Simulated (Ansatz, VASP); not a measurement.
**AlN: VASP beside Ansatz**

```
Al N
1.0
     0.00000    2.03527    2.03527
     2.03527    0.00000    2.03527
     2.03527    2.03527    0.00000
Al N
1 1
Direct
  0.50000 0.50000 0.50000
  0.00000 0.00000 0.00000
```

Alike in both runs: task single point; functional PBE; k mesh 8 × 8 × 8; occupations gaussian, width 0.05 eV; no spin polarisation.

|  | VASP | Ansatz |
| --- | --- | --- |
| version | VASP 6.6.1 | Ansatz 0.2.0 |
| potentials or method | VASP PAW PBE potentials, release 64 (Al, N) | scalar-relativistic, plane waves, PAW |
| plane-wave cutoff (eV) | 520 | 420 |
| valence electrons in the cell | 8 | 8 |

|  | VASP | Ansatz | Ansatz less VASP |
| --- | --- | --- | --- |
| gap on the k mesh at the Fermi level (eV) | 4.41 | 4.43 | +0.022 |
| least direct gap on the mesh (eV) | 5.39 | 5.38 | -0.010 |
| pressure (GPa) | -0.3 | 0.0 | +0.27 |

The functional is the same, so the differences come from potentials, cutoffs and numerics.

A k mesh can miss the band edges. Expect the measured gap to be larger: semilocal functionals such as PBE lack the derivative discontinuity.
